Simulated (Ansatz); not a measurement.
Crystal: C.

```
C
1.0
     2.12732   -1.22828    0.00000
     2.12732    1.22828    0.00000
    -1.37907    0.00000    3.50283
C
2
Cartesian
  -0.6699 0.0000 3.5025
  3.5455 0.0000 0.0003
```

This is a stacking variant of graphite.

Base run:

```yaml
Program: Ansatz 0.2.0
Functional: PBE
Potentials_or_basis: Ansatz PAW
Cutoff: "420 eV (not typed: the program's choice for these potentials)"
k_mesh: 13 × 13 × 8
Occupations: fermi-dirac, width 0.05 eV
Spin: no spin polarisation
```

Its results: pressure 3.8 GPa; largest force 0.004 eV/Å.

Problem. The run is repeated on the same cell with these changes: functional from PBE to PBEsol. What comes out?

Solution. Pressure 0.9 GPa; largest force 0.005 eV/Å.

PBEsol binds more tightly than PBE, so the same cell stands under less pressure.

Caveats: this functional lacks dispersion, which binds the layers, so the pressure and a relaxed spacing across them are unreliable; the PAW data sets come from PBE, with cores solved anew for the run's functional, which leaves a small shift of forces and pressure (some runs).
